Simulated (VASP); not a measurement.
# CdS (Hawleyite) (F-43m) in VASP: further runs, part 2 of 3

VASP 6.6.1. Earlier steps stand in the parts before.

### 4 G0W0 quasiparticle levels, PBE

The input, POSCAR:

```
CdS
1.0
    0.0000000000      2.9165000000      2.9165000000
    2.9165000000      0.0000000000      2.9165000000
    2.9165000000      2.9165000000      0.0000000000
Cd S
1 1
Direct
    0.0000000000      0.0000000000      0.0000000000
    0.7500000000      0.7500000000      0.7500000000
```

The input, INCAR.step1:

```
ALGO = Fast ; EDIFF = 1E-8
ENCUT = 450 ; GGA = PE
ISMEAR = 0 ; LASPH = True
LCHARG = False ; LREAL = False
LWAVE = True ; NELM = 100
PREC = Accurate ; SIGMA = 0.01
```

The input, INCAR.step2:

```
ALGO = Exact ; EDIFF = 1E-8
ENCUT = 450 ; GGA = PE
ISMEAR = 0 ; ISTART = 1
LASPH = True ; LCHARG = False
LOPTICS = True ; LREAL = False
LWAVE = True ; NBANDS = 68
NELM = 1 ; PREC = Accurate
SIGMA = 0.01
```

The input, INCAR.step3:

```
ALGO = EVGW0 ; EDIFF = 1E-8
ENCUT = 450 ; ENCUTGW = 150
GGA = PE ; ISMEAR = 0
ISTART = 1 ; LASPH = True
LCHARG = False ; LREAL = False
LWAVE = False ; NBANDS = 68
NBANDSGW = 17 ; NELMGW = 1
NOMEGA = 12 ; PREC = Accurate
PRECFOCK = Fast ; SIGMA = 0.01
```

The input, KPOINTS:

```
k-points
0
Gamma
  3 3 3
```

Potentials or basis: VASP PAW PBE potentials, release 64 (Cd_GW, S_GW).

The run is started by

```sh
$ cat potpaw_PBE.64/Cd_GW/POTCAR potpaw_PBE.64/S_GW/POTCAR > POTCAR
$ cp INCAR.step1 INCAR
$ mpirun -np 1 vasp_std > vasp.out
$ cp INCAR.step2 INCAR
$ mpirun -np 1 vasp_std > vasp.out
$ cp INCAR.step3 INCAR
$ mpirun -np 1 vasp_std > vasp.out
```

OUTCAR:

```text
EDIFF = 1E-8
   ENCUT = 450
   ENCUTGW = 150
   GGA = PE
   ISMEAR = 0
   ISTART = 1
   LASPH = True
   LREAL = False
   NELMGW = 1
   PREC = Accurate
   PRECFOCK = Fast

 Found      4 irreducible k-points:

 Following reciprocal coordinates:
            Coordinates               Weight
  0.000000  0.000000  0.000000      1.000000
  0.333333  0.000000  0.000000      8.000000
  0.333333  0.333333  0.000000      6.000000
 -0.333333  0.333333  0.000000     12.000000
   k-points           NKPTS =      4   k-points in BZ     NKDIM =     27   number of bands    NBANDS=     68
   number of dos      NEDOS =    301   number of ions     NIONS =      2
   total plane-waves  NPLWV =  27000
   dimension x,y,z NGX =    30 NGY =   30 NGZ =   30
   dimension x,y,z NGXF=    60 NGYF=   60 NGZF=   60
   ions per type =               1   1
   NGX,Y,Z   is equivalent  to a cutoff of  12.09, 12.09, 12.09 a.u.
   NGXF,Y,Z  is equivalent  to a cutoff of  24.18, 24.18, 24.18 a.u.
 SYSTEM =  unknown system
   PREC   = accura    normal or accurate (medium, high low for compatibility)
   ISTART =      1    job   : 0-new  1-cont  2-samecut
   ICHARG =      0    charge: 1-file 2-atom 10-const
   ISPIN  =      1    spin polarized calculation?
   LNONCOLLINEAR =      F non collinear calculations
   LSORBIT =      F    spin-orbit coupling
   LASPH  =      T    aspherical Exc in radial PAW
   ENCUT  =  450.0 eV  33.07 Ry    5.75 a.u.   7.13  7.13  7.13*2*pi/ulx,y,z
   NELM   =     60;   NELMIN=  2; NELMDL=  0     # of ELM steps
   EDIFF  = 0.1E-07   stopping-criterion for ELM
   LREAL  =      F    real-space projection
   EDIFFG = 0.1E-06   stopping-criterion for IOM
   NSW    =      0    number of steps for IOM
   IBRION =     -1    ionic relax: 0-MD 1-quasi-New 2-CG
   NFREE  =      0    steps in history (QN), initial steepest desc. (CG)
   ISIF   =      0    stress and relaxation
   ISYM   =      3    0-nonsym 1-usesym 2-fastsym
   POTIM  = 0.5000    time-step for ionic-motion
   TEBEG  =    0.0;   TEEND  =   0.0 temperature during run
   PSTRESS=    0.0 pullay stress
   NELECT =      18.0000    total number of electrons
   NUPDOWN=      -1.0000    fix difference up-down
   EMIN   =  10.00;   EMAX   =-10.00  energy-range for DOS
   EFERMI =   0.00;   METHOD = LEGACY
   ISMEAR =     0;   SIGMA  =   0.01  broadening in eV -4-tet -1-fermi 0-gaus
   EFERMI_NEDOS =   21; number of points for ismear=-14 and -15
   IALGO  =     38    algorithm
   IMIX   =      4    mixing-type and parameters
     AMIX     =   0.40;   BMIX     =  1.00
     AMIX_MAG =   1.60;   BMIX_MAG =  1.00
  volume/ion in A,a.u.               =      24.81       167.41
  Fermi-wavevector in a.u.,A,eV,Ry     =   1.167599  2.206442 18.548649  1.363287
  Thomas-Fermi vector in A             =   2.304097
   LORBIT       =      0    0 simple, 1 ext, 2 COOP (PROOUT), +10 PAW based schemes
   GGA     = PE    functional components
   LHFCALC =     T    Hartree Fock is set to
   PRECFOCK=fast      Normal, Fast or Accurate (Low or Medium for compatibility)
   ENCUT4O =  -1.0   cutoff for four orbital integrals eV
   NKREDX  =     1    reduce k-point grid by
   NKREDY  =     1    reduce k-point grid by
   NKREDZ  =     1    reduce k-point grid by
   AEXX    =    1.0000 exact exchange contribution
   HFSCREEN=    0.0000 screening length (either q_TF or 0.3 A-1)
   HFSCREENC=   0.0000 screening length for correlation (either q_TF or 0.3 A-1)
   ENCUTFOCK=  -1.0 apply spherical cutoff to Coloumb kernel
   IVDW    =     0    specifies the selected vdW correction
   LEPSILON=     F    determine dielectric tensor
   LRPA    =     F    only Hartree local field effects (RPA)
   LRPAFORCE           =     F    calculate RPA forces
   ENCUTGW             = 150.0    cutoff for response function in eV
   ENCUTGWSOFT         = 120.0    soft cutoff for Coulomb kernel in GW response function in eV
   ENCUTLF             =  -1.0    cutoff for local field effects
   NELMGW              =     1    number of iterations in solving QP/BSE equation
   NELMHF              =     1    number of iterations in the inner HF iteration
   NKREDLFX            =     1    NKREDLFY  =   1   NKREDLFZ  =   1
 non-spin polarized calculation
 Gauss-broadening in eV      SIGMA  =   0.01
  energy-cutoff  :      450.00
  volume of cell :       49.62
 maximum number of plane-waves:      1089
 NGX is ok and might be reduce to    30
  NGX = 16; NGY = 16; NGZ = 16
   NGX = 15   NGY = 15   NGZ = 15
 maximum number of plane-waves:       212

 QP shifts <psi_nk| G(iteration)W_0 |psi_nk>: iteration 1
 for sc-GW calculations column KS-energies equals QP-energies in previous step
 and V_xc(KS)=  KS-energies - (<T + V_ion + V_H > + <T+V_H+V_ion>^1  + <V_x>^1)

 k-point   1 :       0.0000    0.0000    0.0000
  band No.  KS-energies  QP-energies   sigma(KS)   V_xc(KS)     V^pw_x(r,r')   Z            occupation Imag(sigma)

      1      -9.6269     -10.3484     -14.0991     -12.9919     -20.9027       0.6516       2.0000      -0.6146
      2      -5.0685      -6.9850     -17.9288     -15.1711     -22.9361       0.6950       2.0000       0.3713
      3      -5.0685      -6.9850     -17.9288     -15.1711     -22.9361       0.6950       2.0000       0.3713
      4      -5.0685      -6.9850     -17.9288     -15.1711     -22.9361       0.6950       2.0000       0.3713
      5      -4.5977      -6.6351     -18.3813     -15.4965     -23.2435       0.7063       2.0000       0.4562
      6      -4.5977      -6.6351     -18.3813     -15.4965     -23.2435       0.7063       2.0000       0.4562
[... 9 lines left out ...]
     16      14.1407      14.1936      -7.8193      -7.8901      -2.3983       0.7474       0.0000      -0.5856
     17      15.9596      16.0208      -7.1340      -7.2158      -2.1079       0.7474       0.0000      -0.6721

 k-point   2 :       0.3333    0.0000    0.0000
  band No.  KS-energies  QP-energies   sigma(KS)   V_xc(KS)     V^pw_x(r,r')   Z            occupation Imag(sigma)

      1      -9.3038     -10.0657     -14.5818     -13.4192     -21.2667       0.6553       2.0000      -0.6809
      2      -4.9704      -6.9044     -18.0211     -15.2476     -23.0091       0.6973       2.0000       0.3890
      3      -4.9704      -6.9044     -18.0211     -15.2476     -23.0091       0.6973       2.0000       0.3890
      4      -4.5972      -6.4688     -17.7156     -15.0458     -22.6117       0.7010       2.0000       0.3664
      5      -4.5808      -6.6137     -18.3962     -15.5181     -23.2755       0.7063       2.0000       0.4601
      6      -4.5808      -6.6137     -18.3962     -15.5181     -23.2755       0.7063       2.0000       0.4601
[... 9 lines left out ...]
     16      13.7010      14.1671      -9.3810     -10.0127      -4.4381       0.7380       0.0000      -0.7229
     17      18.3220      18.9657      -9.4261     -10.2802      -3.6687       0.7537       0.0000      -1.0165

 k-point   3 :       0.3333    0.3333    0.0000
  band No.  KS-energies  QP-energies   sigma(KS)   V_xc(KS)     V^pw_x(r,r')   Z            occupation Imag(sigma)
[... 259 lines left out ...]
      1     -10.4488     -10.4894     -14.8701       4.3597     -21.3927       0.6586       2.0000      -0.7720
      2      -7.4888      -7.5331     -17.6235      10.0715     -22.5268       0.7018       2.0000       0.4276
      3      -7.4700      -7.5130     -18.1221      10.5907     -23.1892       0.7006       2.0000       0.4716
      4      -7.4700      -7.5130     -18.1221      10.5907     -23.1892       0.7006       2.0000       0.4716
      5      -7.3083      -7.3541     -18.4081      11.0349     -23.3312       0.7048       2.0000       0.5068
      6      -7.0737      -7.1150     -17.8673      10.7350     -22.8133       0.7058       2.0000       0.4506
[... 9 lines left out ...]
     16      18.3260      18.3274      -7.8656      26.1935      -2.5435       0.7602       0.0000      -0.7988
     17      18.9364      18.9376     -10.2215      29.1595      -4.2656       0.7522       0.0000      -1.0746

 k-point   4 :      -0.3333    0.3333    0.0000
  band No. old QP-enery  QP-energies   sigma(KS)   T+V_ion+V_H  V^pw_x(r,r')   Z            occupation Imag(sigma)

      1     -10.3741     -10.4148     -15.0629       4.6271     -21.5520       0.6603       2.0000      -0.7806
      2      -7.5509      -7.5948     -17.9274      10.3138     -22.9342       0.7010       2.0000       0.4579
      3      -7.4696      -7.5129     -18.1313      10.5999     -23.1912       0.7006       2.0000       0.4697
      4      -7.3909      -7.4359     -18.2271      10.7723     -23.1758       0.7041       2.0000       0.5035
      5      -7.3424      -7.3880     -18.3408      10.9336     -23.2673       0.7047       2.0000       0.5042
      6      -6.5391      -6.5776     -18.1560      11.5624     -23.1416       0.7072       2.0000       0.4221
[... 9 lines left out ...]
     16      17.7848      17.7868      -9.4876      27.2751      -3.8311       0.7422       0.0000      -0.9169
     17      18.5667      18.5693     -10.1807      28.7509      -4.1776       0.7449       0.0000      -1.1060
```

It took 87 s on 1 thread of AMD EPYC 7R13 (Zen 3), shared host; peak memory 0.29 GiB.

The run converged, but some of its settings lie outside the range that counts as converged, so its numbers aren't taken as properties of the crystal.

What came out:

```
Band gap on the k mesh, mean-field level : 1.10 eV, direct
Quasiparticle gap                        : 2.00 eV
```

Caveat: the k mesh is coarse (spacing up to 0.62 Å⁻¹), so the values aren't converged; bands, screening cutoff and mesh are small and nothing is extrapolated, so the quasiparticle values aren't converged; the log holds further tables after the one-shot step; the gap given is that of the first.

### 5 G0W0 quasiparticle levels, PBE

POSCAR is that of step 4.

The input, INCAR.step1:

```
SYSTEM = CdS
PREC = Accurate
ENCUT = 450
EDIFF = 1E-8
ISMEAR = 0
SIGMA = 0.01
LREAL = .False.
LASPH = .True.
NELM = 60
ALGO = Fast
LWAVE = .True.
LCHARG = .False.
GGA = PE
```

The input, INCAR.step2:

```
SYSTEM = CdS
PREC = Accurate
ENCUT = 450
EDIFF = 1E-8
ISMEAR = 0
SIGMA = 0.01
LREAL = .False.
LASPH = .True.
NELM = 1
ALGO = Exact
LWAVE = .True.
LCHARG = .False.
GGA = PE
NBANDS = 68
LOPTICS = .True.
ISTART = 1
```

The input, INCAR.step3:

```
SYSTEM = CdS
PREC = Accurate
ENCUT = 450
EDIFF = 1E-8
ISMEAR = 0
SIGMA = 0.01
LREAL = .False.
LASPH = .True.
ALGO = EVGW0
LWAVE = .False.
LCHARG = .False.
GGA = PE
NELMGW = 1
NBANDS = 68
ENCUTGW = 150
NOMEGA = 24
PRECFOCK = Fast
ISTART = 1
NBANDSGW = 17
```

The input, KPOINTS:

```
Automatic mesh
0
Gamma
  3 3 3
  0 0 0
```

Potentials or basis: VASP PAW PBE potentials, release 64 (Cd_GW, S_GW).

The run is started by

```sh
$ cat potpaw_PBE.64/Cd_GW/POTCAR potpaw_PBE.64/S_GW/POTCAR > POTCAR
$ cp INCAR.step1 INCAR
$ mpirun -np 1 vasp_std > vasp.out
$ cp INCAR.step2 INCAR
$ mpirun -np 1 vasp_std > vasp.out
$ cp INCAR.step3 INCAR
$ mpirun -np 1 vasp_std > vasp.out
```

OUTCAR:

```text
SYSTEM = CdS
   PREC = Accurate
   ENCUT = 450
   EDIFF = 1E-8
   ISMEAR = 0
   LREAL = .False.
   LASPH = .True.
   GGA = PE
   NELMGW = 1
   ENCUTGW = 150
   PRECFOCK = Fast
   ISTART = 1

 Found      4 irreducible k-points:

 Following reciprocal coordinates:
            Coordinates               Weight
  0.000000  0.000000  0.000000      1.000000
  0.333333  0.000000  0.000000      8.000000
  0.333333  0.333333  0.000000      6.000000
 -0.333333  0.333333  0.000000     12.000000
   k-points           NKPTS =      4   k-points in BZ     NKDIM =     27   number of bands    NBANDS=     68
   number of dos      NEDOS =    301   number of ions     NIONS =      2
   total plane-waves  NPLWV =  27000
   dimension x,y,z NGX =    30 NGY =   30 NGZ =   30
   dimension x,y,z NGXF=    60 NGYF=   60 NGZF=   60
   ions per type =               1   1
   NGX,Y,Z   is equivalent  to a cutoff of  12.09, 12.09, 12.09 a.u.
   NGXF,Y,Z  is equivalent  to a cutoff of  24.18, 24.18, 24.18 a.u.
 SYSTEM =  CdS
   PREC   = accura    normal or accurate (medium, high low for compatibility)
   ISTART =      1    job   : 0-new  1-cont  2-samecut
   ICHARG =      0    charge: 1-file 2-atom 10-const
   ISPIN  =      1    spin polarized calculation?
   LNONCOLLINEAR =      F non collinear calculations
   LSORBIT =      F    spin-orbit coupling
   LASPH  =      T    aspherical Exc in radial PAW
   ENCUT  =  450.0 eV  33.07 Ry    5.75 a.u.   7.13  7.13  7.13*2*pi/ulx,y,z
   NELM   =     60;   NELMIN=  2; NELMDL=  0     # of ELM steps
   EDIFF  = 0.1E-07   stopping-criterion for ELM
   LREAL  =      F    real-space projection
   EDIFFG = 0.1E-06   stopping-criterion for IOM
   NSW    =      0    number of steps for IOM
   IBRION =     -1    ionic relax: 0-MD 1-quasi-New 2-CG
   NFREE  =      0    steps in history (QN), initial steepest desc. (CG)
   ISIF   =      0    stress and relaxation
   ISYM   =      3    0-nonsym 1-usesym 2-fastsym
   POTIM  = 0.5000    time-step for ionic-motion
   TEBEG  =    0.0;   TEEND  =   0.0 temperature during run
   PSTRESS=    0.0 pullay stress
   NELECT =      18.0000    total number of electrons
   NUPDOWN=      -1.0000    fix difference up-down
   EMIN   =  10.00;   EMAX   =-10.00  energy-range for DOS
   EFERMI =   0.00;   METHOD = LEGACY
   ISMEAR =     0;   SIGMA  =   0.01  broadening in eV -4-tet -1-fermi 0-gaus
   EFERMI_NEDOS =   21; number of points for ismear=-14 and -15
   IALGO  =     38    algorithm
   IMIX   =      4    mixing-type and parameters
     AMIX     =   0.40;   BMIX     =  1.00
     AMIX_MAG =   1.60;   BMIX_MAG =  1.00
  volume/ion in A,a.u.               =      24.81       167.41
  Fermi-wavevector in a.u.,A,eV,Ry     =   1.167599  2.206442 18.548649  1.363287
  Thomas-Fermi vector in A             =   2.304097
   LORBIT       =      0    0 simple, 1 ext, 2 COOP (PROOUT), +10 PAW based schemes
   GGA     = PE    functional components
   LHFCALC =     T    Hartree Fock is set to
   PRECFOCK=fast      Normal, Fast or Accurate (Low or Medium for compatibility)
   ENCUT4O =  -1.0   cutoff for four orbital integrals eV
   NKREDX  =     1    reduce k-point grid by
   NKREDY  =     1    reduce k-point grid by
   NKREDZ  =     1    reduce k-point grid by
   AEXX    =    1.0000 exact exchange contribution
   HFSCREEN=    0.0000 screening length (either q_TF or 0.3 A-1)
   HFSCREENC=   0.0000 screening length for correlation (either q_TF or 0.3 A-1)
   ENCUTFOCK=  -1.0 apply spherical cutoff to Coloumb kernel
   IVDW    =     0    specifies the selected vdW correction
   LEPSILON=     F    determine dielectric tensor
   LRPA    =     F    only Hartree local field effects (RPA)
   LRPAFORCE           =     F    calculate RPA forces
   ENCUTGW             = 150.0    cutoff for response function in eV
   ENCUTGWSOFT         = 120.0    soft cutoff for Coulomb kernel in GW response function in eV
   ENCUTLF             =  -1.0    cutoff for local field effects
   NELMGW              =     1    number of iterations in solving QP/BSE equation
   NELMHF              =     1    number of iterations in the inner HF iteration
   NKREDLFX            =     1    NKREDLFY  =   1   NKREDLFZ  =   1
 non-spin polarized calculation
 Gauss-broadening in eV      SIGMA  =   0.01
  energy-cutoff  :      450.00
  volume of cell :       49.62
 maximum number of plane-waves:      1089
 NGX is ok and might be reduce to    30
  NGX = 16; NGY = 16; NGZ = 16
   NGX = 15   NGY = 15   NGZ = 15
 maximum number of plane-waves:       212

 QP shifts <psi_nk| G(iteration)W_0 |psi_nk>: iteration 1
 for sc-GW calculations column KS-energies equals QP-energies in previous step
 and V_xc(KS)=  KS-energies - (<T + V_ion + V_H > + <T+V_H+V_ion>^1  + <V_x>^1)

 k-point   1 :       0.0000    0.0000    0.0000
  band No.  KS-energies  QP-energies   sigma(KS)   V_xc(KS)     V^pw_x(r,r')   Z            occupation Imag(sigma)

      1      -9.6269      -9.5932     -12.9390     -12.9919     -20.9027       0.6370       2.0000       0.2533
      2      -5.0685      -6.8137     -17.6912     -15.1711     -22.9361       0.6925       2.0000      -0.3606
      3      -5.0685      -6.8137     -17.6912     -15.1711     -22.9361       0.6925       2.0000      -0.3606
      4      -5.0685      -6.8137     -17.6912     -15.1711     -22.9361       0.6925       2.0000      -0.3606
      5      -4.5977      -6.5277     -18.2499     -15.4965     -23.2435       0.7009       2.0000      -0.4083
      6      -4.5977      -6.5277     -18.2499     -15.4965     -23.2435       0.7009       2.0000      -0.4083
[... 9 lines left out ...]
     16      14.1407      14.2390      -7.7586      -7.8901      -2.3983       0.7478       0.0000      -0.6498
     17      15.9596      15.9474      -7.2318      -7.2158      -2.1079       0.7662       0.0000      -0.6567
[... 304 lines left out ...]
      1      -9.3439      -9.3666     -14.0061       4.6271     -21.5520       0.6466       2.0000      -0.0579
      2      -7.3775      -7.4237     -17.7574      10.3138     -22.9342       0.6995       2.0000      -0.3319
      3      -7.2831      -7.3281     -17.9475      10.5999     -23.1912       0.6985       2.0000      -0.3318
      4      -7.2690      -7.3178     -18.1108      10.7723     -23.1758       0.7012       2.0000      -0.3695
      5      -7.2381      -7.2882     -18.2432      10.9336     -23.2673       0.7018       2.0000      -0.3926
      6      -6.3270      -6.3665     -17.9455      11.5624     -23.1416       0.7052       2.0000      -0.3106
[... 9 lines left out ...]
     16      17.6850      17.6887      -9.5852      27.2751      -3.8311       0.7600       0.0000      -0.6843
     17      18.4509      18.4554     -10.2941      28.7509      -4.1776       0.7695       0.0000      -0.8625
```

OUTCAR.step1:

```text
SYSTEM = CdS
   PREC = Accurate
   ENCUT = 450
   EDIFF = 1E-8
   ISMEAR = 0
   LREAL = .False.
   LASPH = .True.
[... 172 lines left out ...]
      0.00000      0.00000      0.00000        -0.000000      0.000000      0.000000
      4.37475      4.37475      4.37475         0.000000     -0.000000     -0.000000
 -----------------------------------------------------------------------------------
    total drift:                               -0.000000     -0.000000     -0.000000

  FREE ENERGIE OF THE ION-ELECTRON SYSTEM (eV)
  ---------------------------------------------------
  free  energy   TOTEN  =        -6.0051048219 eV

  energy  without entropy=       -6.0051048219  energy(sigma->0) =       -6.00510482
```

OUTCAR.step2:

```text
SYSTEM = CdS
   PREC = Accurate
   ENCUT = 450
   EDIFF = 1E-8
[... 539 lines left out ...]
  --------------------------------------------------------------------------------------------------------------
     0.00000    19.34811    19.34811    19.34811     0.00000     0.00000     0.00000
     0.85063    31.96746    31.96746    31.96746     0.00000     0.00000     0.00000
     1.70126     0.09101     0.09101     0.09101     0.00000     0.00000     0.00000
     2.55188     8.71346     8.71346     8.71346     0.00000     0.00000     0.00000
     3.40251    27.93196    27.93196    27.93196     0.00000     0.00000     0.00000
     4.25314     1.85662     1.85662     1.85662     0.00000     0.00000     0.00000
[... 92 lines left out ...]
    83.36157     0.89848     0.89848     0.89848    -0.00000    -0.00000    -0.00000
    84.21219     0.90117     0.90117     0.90117    -0.00000    -0.00000    -0.00000
```

Wall time 66 s (1 thread of AMD EPYC 9R45 (Zen 5), shared host); peak memory 0.29 GiB.

The run converged, but some of its settings lie outside the range that counts as converged, so its numbers aren't taken as properties of the crystal.

Results:

- Band gap on the k mesh, mean-field level: 1.10 eV, direct
- Quasiparticle gap: 1.77 eV

Caveat: the k mesh is coarse (spacing up to 0.62 Å⁻¹), so the values aren't converged; bands, screening cutoff and mesh are small and nothing is extrapolated, so the quasiparticle values aren't converged; the log holds further tables after the one-shot step; the gap given is that of the first.

[end of part 2 of 3]
